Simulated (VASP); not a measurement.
# SiC (P6_3mc) in VASP: further runs, part 2 of 2

VASP 6.6.1.

## (3) Band structure, r2SCAN

INCAR reads:

```
ALGO = Normal
EDIFF = 1E-7
ENCUT = 520
ISIF = 2
ISMEAR = 0
KPAR = 2
LASPH = True
LCHARG = False
LMIXTAU = True
LREAL = False
LWAVE = False
METAGGA = R2SCAN
NBANDS = 26
NELM = 80
PREC = Accurate
SIGMA = 0.03
```

KPOINTS reads:

```
k-points
0
Gamma
  12 12 3
```

POSCAR reads:

```
SiC                                     
1.0
    3.0789830386      0.0000000000      0.0000000000
   -1.5394915143      2.6664775311      0.0000000000
    0.0000000000      0.0000000000     10.0795947993
  Si              C             
     4     4
Direct
     0.6666666699999979    0.3333333300000021    0.9378313346310065
     0.3333333300000021    0.6666666699999979    0.4378313346310065
     0.0000000000000000    0.0000000000000000    0.6878993575499734
     0.0000000000000000    0.0000000000000000    0.1878993575499734
     0.6666666699999979    0.3333333300000021    0.7498119035626445
     0.3333333300000021    0.6666666699999979    0.2498119035626445
     0.0000000000000000    0.0000000000000000    0.5004564042563828
     0.0000000000000000    0.0000000000000000    0.0004564042563828
```

KPOINTS_OPT is that of step 2.

Potentials or basis: VASP PAW PBE potentials, release 64 (Si, C).

Command:

```
> cat potpaw_PBE.64/Si/POTCAR potpaw_PBE.64/C/POTCAR > POTCAR
> mpirun -np 2 vasp_std > vasp.out
```

OUTCAR:

```text
EDIFF = 1E-7
   ENCUT = 520
   ISIF = 2
   ISMEAR = 0
   LASPH = True
   LREAL = False
   METAGGA = R2SCAN
   NELM = 80
   PREC = Accurate

 ion  position               nearest neighbor table
   1  0.667  0.333  0.938-   8 1.89   8 1.89   8 1.89   5 1.90   3 3.08   3 3.08   3 3.08   4 3.08
                             4 3.08   4 3.08
   2  0.333  0.667  0.438-   7 1.89   7 1.89   7 1.89   6 1.90   4 3.08   4 3.08   4 3.08   3 3.08
                             3 3.08   3 3.08
   3  0.000  0.000  0.688-   5 1.88   5 1.88   5 1.88   7 1.89   1 3.08   1 3.08   1 3.08   2 3.08
                             2 3.08   2 3.08
   4  0.000  0.000  0.188-   6 1.88   6 1.88   6 1.88   8 1.89   2 3.08   2 3.08   2 3.08   1 3.08
                             1 3.08   1 3.08
   5  0.667  0.333  0.750-   3 1.88   3 1.88   3 1.88   1 1.90
   6  0.333  0.667  0.250-   4 1.88   4 1.88   4 1.88   2 1.90
   7  0.000  0.000  0.500-   2 1.89   2 1.89   2 1.89   3 1.89
   8  0.000  0.000  0.000-   1 1.89   1 1.89   1 1.89   4 1.89

  LATTYP: Found a hexagonal cell.
 ALAT       =     3.0789830386
 C/A-ratio  =     3.2736766240

  Lattice vectors:

 A1 = (   3.0789830386,   0.0000000000,   0.0000000000)
[... 196 lines left out ...]
 cond. band min:      10.6643753534   @ k =   0.5000  -0.0000   0.0000
 fundamental gap:      2.6095483251
 Fermi energy:         8.1959967346

 k-point     1 :       0.0000    0.0000    0.0000
  band No.  band energies     occupation
      1      -8.2064      2.00000
      2      -6.9894      2.00000
      3      -6.9514      2.00000
      4      -4.5796      2.00000
      5      -0.8436      2.00000
      6       3.4909      2.00000
[... 685 lines left out ...]
     25      17.2687      0.00000
     26      17.6102      0.00000

 [... further k-points ...]
[... 5 lines left out ...]
  --------------------------------------------------------------------------------------
  -------------------------------------------------------------------------------------
  Total       -0.2540187     -0.2540187     -0.2024647     -0.0000000      0.0000000      0.0000000
  in kB       -4.9179937     -4.9179937     -3.9198693     -0.0000000      0.0000000      0.0000000
  external PRESSURE =      -4.5852856 kB  Pullay stress =       0.0000000 kB

 VOLUME and BASIS-vectors are now :
 -----------------------------------------------------------------------------
  energy-cutoff  :      520.00
  volume of cell :       82.75
      direct lattice vectors                 reciprocal lattice vectors
     3.078983039  0.000000000  0.000000000     0.324782562  0.187513299  0.000000000
    -1.539491514  2.666477531  0.000000000     0.000000000  0.375026599  0.000000000
     0.000000000  0.000000000 10.079594799     0.000000000  0.000000000  0.099210337

 POSITION                                       TOTAL-FORCE (eV/Angst)
 -----------------------------------------------------------------------------------
      1.53949      0.88883      9.45296         0.000000     -0.000000      0.005425
     -0.00000      1.77765      4.41316        -0.000000      0.000000      0.005425
      0.00000      0.00000      6.93375        -0.000000      0.000000     -0.002228
      0.00000      0.00000      1.89395        -0.000000     -0.000000     -0.002228
      1.53949      0.88883      7.55780         0.000000     -0.000000     -0.004126
     -0.00000      1.77765      2.51800         0.000000      0.000000     -0.004126
      0.00000      0.00000      5.04440        -0.000000      0.000000      0.000930
      0.00000      0.00000      0.00460        -0.000000     -0.000000      0.000930
 -----------------------------------------------------------------------------------
    total drift:                                0.000000      0.000000     -0.000581

  FREE ENERGIE OF THE ION-ELECTRON SYSTEM (eV)
  ---------------------------------------------------
  free  energy   TOTEN  =       -77.3078022007 eV

  energy  without entropy=      -77.3078022007  energy(sigma->0) =      -77.30780220
```

OSZICAR:

```text
N       E                     dE             d eps       ncg     rms          rms(c)
DAV:   1     0.513614322445E+02    0.51361E+02   -0.14841E+04  1976   0.115E+03
DAV:   2    -0.824598177750E+02   -0.13382E+03   -0.12347E+03  2626   0.196E+02
DAV:   3    -0.892184801266E+02   -0.67587E+01   -0.67049E+01  2702   0.407E+01
DAV:   4    -0.892997613149E+02   -0.81281E-01   -0.81182E-01  2576   0.526E+00
DAV:   5    -0.893010877976E+02   -0.13265E-02   -0.13257E-02  2648   0.639E-01    0.184E+01
DAV:   6    -0.810420138918E+02    0.82591E+01   -0.18772E+01  2488   0.196E+01    0.106E+01
DAV:   7    -0.767861627000E+02    0.42559E+01   -0.16119E+00  2510   0.719E+00    0.415E+00
DAV:   8    -0.774094265229E+02   -0.62326E+00   -0.93483E-01  2348   0.639E+00    0.256E+00
DAV:   9    -0.768000715322E+02    0.60935E+00   -0.24599E-01  2108   0.385E+00    0.107E+00
DAV:  10    -0.772856495206E+02   -0.48558E+00   -0.21015E-01  2068   0.350E+00    0.571E-01
[... 43 further cycles ...]
DAV:   9     0.204916212421E+04   -0.21192E-07     1872
       N       E                     dE             ncg
DAV:   1     0.162192202821E+05   -0.29547E+05     1404
DAV:   2     0.130568904412E+05   -0.31623E+04     1716
DAV:   3     0.129090448462E+05   -0.14785E+03     1892
DAV:   4     0.129073211527E+05   -0.17237E+01     1774
DAV:   5     0.129073011101E+05   -0.20043E-01     1834
DAV:   6     0.129073007486E+05   -0.36144E-03     1776
DAV:   7     0.129073007405E+05   -0.81132E-05     1844
DAV:   8     0.129073007403E+05   -0.20755E-06     1424
DAV:   9     0.129073007403E+05   -0.11678E-07     1422
```

stdout:

```text
POSCAR found type information on POSCAR SiC
 POSCAR found :  2 types and       8 ions
 scaLAPACK will be used
 -----------------------------------------------------------------------------
|                                                                             |
|                                                                             |
|     You enforced a specific xc type in the INCAR file but a different       |
|     I HOPE YOU KNOW WHAT YOU ARE DOING!                                     |
|                                                                             |
 -----------------------------------------------------------------------------

 LDA part: xc-table for (None), standard interpolation
 POSCAR, INCAR and KPOINTS ok, starting setup
 FFT: planning ... GRIDC
 FFT: planning ... GRID_SOFT
 FFT: planning ... GRID
 WAVECAR not read
 entering main loop
 Start KPOINTS_OPT (optional k-point list driver)
k-point batch [1-38\141]
k-point batch [39-76\141]
k-point batch [77-114\141]
k-point batch [115-141\141]
```

Wall time 3.5 min (2 MPI ranks of Intel Xeon 6975P-C (Granite Rapids), shared host); peak memory 0.25 GiB.

What came out:

```yaml
Free_energy: -77.3078 eV
Pressure: -0.5 GPa
Largest_force: 0.005 eV/Å
Band_gap_on_the_k_mesh: 2.61 eV, indirect (least direct gap 3.79 eV)
Band_gap_along_the_path: 2.61 eV, indirect (least direct gap 3.79 eV)
```

Forces in eV/Å, atoms in the order of the input:
```
Si   0.000  0.000  0.005
Si   0.000  0.000  0.005
Si   0.000  0.000 -0.002
Si   0.000  0.000 -0.002
C    0.000  0.000 -0.004
C    0.000  0.000 -0.004
C    0.000  0.000  0.001
C    0.000  0.000  0.001
```

Stress tensor (GPa, compression positive):
```
-0.49  0.00  0.00
 0.00 -0.49  0.00
 0.00  0.00 -0.39
```

Levels at the corners of the path, in eV from the valence-band top:
| point | band 13 | band 14 | band 15 | band 16 | band 17 | band 18 | band 19 | band 20 |
| --- | --- | --- | --- | --- | --- | --- | --- | --- |
| Γ | -0.61 | -0.05 | 0.00 | 0.00 | 5.65 | 6.24 | 6.88 | 6.90 |
| M | -2.47 | -2.33 | -1.64 | -1.18 | 2.61 | 2.77 | 4.72 | 5.27 |
| M | -2.47 | -2.33 | -1.64 | -1.18 | 2.61 | 2.77 | 4.72 | 5.27 |
| K | -4.12 | -2.97 | -2.97 | -1.75 | 4.43 | 4.43 | 5.71 | 6.12 |
| K | -4.12 | -2.97 | -2.97 | -1.75 | 4.43 | 4.43 | 5.71 | 6.12 |
| Γ | -0.61 | -0.05 | 0.00 | 0.00 | 5.65 | 6.24 | 6.88 | 6.90 |
| Γ | -0.61 | -0.05 | 0.00 | 0.00 | 5.65 | 6.24 | 6.88 | 6.90 |
| A | -0.22 | -0.22 | -0.22 | -0.22 | 5.87 | 5.87 | 7.36 | 7.36 |
| A | -0.22 | -0.22 | -0.22 | -0.22 | 5.87 | 5.87 | 7.36 | 7.36 |
| L | -2.57 | -2.57 | -1.63 | -1.63 | 3.05 | 3.05 | 4.69 | 4.69 |
| L | -2.57 | -2.57 | -1.63 | -1.63 | 3.05 | 3.05 | 4.69 | 4.69 |
| H | -2.85 | -2.85 | -2.55 | -2.55 | 3.68 | 3.68 | 7.26 | 7.26 |
| H | -2.85 | -2.85 | -2.55 | -2.55 | 3.68 | 3.68 | 7.26 | 7.26 |
| A | -0.22 | -0.22 | -0.22 | -0.22 | 5.87 | 5.87 | 7.36 | 7.36 |
| L | -2.57 | -2.57 | -1.63 | -1.63 | 3.05 | 3.05 | 4.69 | 4.69 |
| M | -2.47 | -2.33 | -1.64 | -1.18 | 2.61 | 2.77 | 4.72 | 5.27 |
| K | -4.12 | -2.97 | -2.97 | -1.75 | 4.43 | 4.43 | 5.71 | 6.12 |
| H | -2.85 | -2.85 | -2.55 | -2.55 | 3.68 | 3.68 | 7.26 | 7.26 |

Caveat: the PAW data sets were made with another functional, which shifts forces and pressure a little.

## (4) Band structure, TB-mBJ

POSCAR is that of step 3.

INCAR.step1 reads:

```
ALGO = Normal
EDIFF = 1E-5
ENCUT = 520
GGA = PE
ISIF = 2
ISMEAR = 0
KPAR = 2
LASPH = True
LCHARG = False
LREAL = False
LWAVE = True
NBANDS = 26
NELM = 80
PREC = Accurate
SIGMA = 0.03
```

INCAR.step2 reads:

```
ALGO = Normal
EDIFF = 1E-7
ENCUT = 520
ISIF = 2
ISMEAR = 0
ISTART = 1
KPAR = 2
LASPH = True
LCHARG = False
LREAL = False
LWAVE = False
METAGGA = MBJ
NBANDS = 26
NELM = 80
PREC = Accurate
SIGMA = 0.03
```

KPOINTS is that of step 3.

KPOINTS_OPT is that of step 3.

Command:

```
> cat potpaw_PBE.64/Si/POTCAR potpaw_PBE.64/C/POTCAR > POTCAR
> cp INCAR.step1 INCAR
> mpirun -np 2 vasp_std > vasp.out
> cp INCAR.step2 INCAR
> mpirun -np 2 vasp_std > vasp.out
```

It took 2.1 min on 2 MPI ranks of Intel Xeon 6975P-C (Granite Rapids), shared host; peak memory 0.25 GiB.

The run converged. Its results:

```yaml
Band_gap_on_the_k_mesh: 3.18 eV, indirect (least direct gap 4.34 eV)
Band_gap_along_the_path: 3.18 eV, indirect (least direct gap 4.34 eV)
```

Levels at the corners of the path, in eV from the valence-band top:
```
point  band 14  band 15  band 16  band 17  band 18  band 19
    Γ    -0.05     0.00     0.00     5.87     6.43     7.05
    M    -2.24    -1.59    -1.17     3.18     3.30     5.12
    M    -2.24    -1.59    -1.17     3.18     3.30     5.12
    K    -2.78    -2.78    -1.72     4.92     4.92     6.02
    K    -2.78    -2.78    -1.72     4.92     4.92     6.02
    Γ    -0.05     0.00     0.00     5.87     6.43     7.05
    Γ    -0.05     0.00     0.00     5.87     6.43     7.05
    A    -0.21    -0.21    -0.21     6.07     6.07     7.50
    A    -0.21    -0.21    -0.21     6.07     6.07     7.50
    L    -2.42    -1.58    -1.58     3.57     3.57     5.10
    L    -2.42    -1.58    -1.58     3.57     3.57     5.10
    H    -2.72    -2.43    -2.43     4.21     4.21     7.51
    H    -2.72    -2.43    -2.43     4.21     4.21     7.51
    A    -0.21    -0.21    -0.21     6.07     6.07     7.50
    L    -2.42    -1.58    -1.58     3.57     3.57     5.10
    M    -2.24    -1.59    -1.17     3.18     3.30     5.12
    K    -2.78    -2.78    -1.72     4.92     4.92     6.02
    H    -2.72    -2.43    -2.43     4.21     4.21     7.51
```

Caveat: the PAW data sets were made with another functional, which shifts forces and pressure a little.

## (5) Overview

| level | gap on the mesh (eV) | pressure (GPa) |
| --- | --- | --- |
| PBEsol | 2.11 | 0.1 |
| r2SCAN | 2.61 | -0.5 |
| TB-mBJ | 3.18 | - |

Alike in all rows: task band structure; potentials or basis VASP PAW PBE potentials, release 64 (Si, C); no spin polarisation; cell as given; k mesh 12 × 12 × 3; cutoff (eV) 520; smearing gaussian 0.03 eV.

On the cell as given the gap runs from 2.11 eV (PBEsol) to 3.18 eV (TB-mBJ).

Caveats: the PAW data sets were made with another functional, which shifts forces and pressure a little.

Total energies depend on the potentials used, so only differences within one code and one set of settings carry meaning.
